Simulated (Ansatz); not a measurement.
A run of Ansatz 0.2.0 is set up as follows.

input

```
crystal:
  lattice:
    - [0.0, 2.77, 2.77]
    - [2.77, 0.0, 2.77]
    - [2.77, 2.77, 0.0]
  atoms:
    - { symbol: Te, position: [0.75, 0.75, 0.75] }
    - { symbol: Be, position: [0.0, 0.0, 0.0] }
hamiltonian:
  xc: hse06
  pseudopotentials: { kind: paw }
kpoints:
  mp_grid: { grid: [6, 6, 6] }
  band_path:
    path:
      - [[0.0, 0.0, 0.0], [0.5, 0.0, 0.5], [0.5, 0.25, 0.75], [0.375, 0.375, 0.75], [0.0, 0.0, 0.0], [0.5, 0.5, 0.5], [0.625, 0.25, 0.625], [0.5, 0.25, 0.75], [0.5, 0.5, 0.5], [0.375, 0.375, 0.75]]
      - [[0.625, 0.25, 0.625], [0.5, 0.0, 0.5]]
    npoints: 4
scf:
  occupations: { method: fermi_dirac, width: 0.05 }
  n_extra_bands: 6
output:
  forces: true
  stress: true
  eigenvalues: true
  fatbands: false
```

(1) Predict the pressure.

(2) Predict the band gap along the path.

(3) Predict the band gap on the k mesh.

Answers

(1) 3.3 GPa.

(2) 2.53 eV, indirect (least direct gap 4.42 eV).

(3) 2.53 eV, indirect (least direct gap 4.42 eV).

Caveat: spin-orbit coupling is left out, which moves the levels of the heavy elements; the PAW data sets come from PBE, with cores solved anew for the run's functional, which leaves a small shift of forces and pressure; the thresholds are loose for stress.
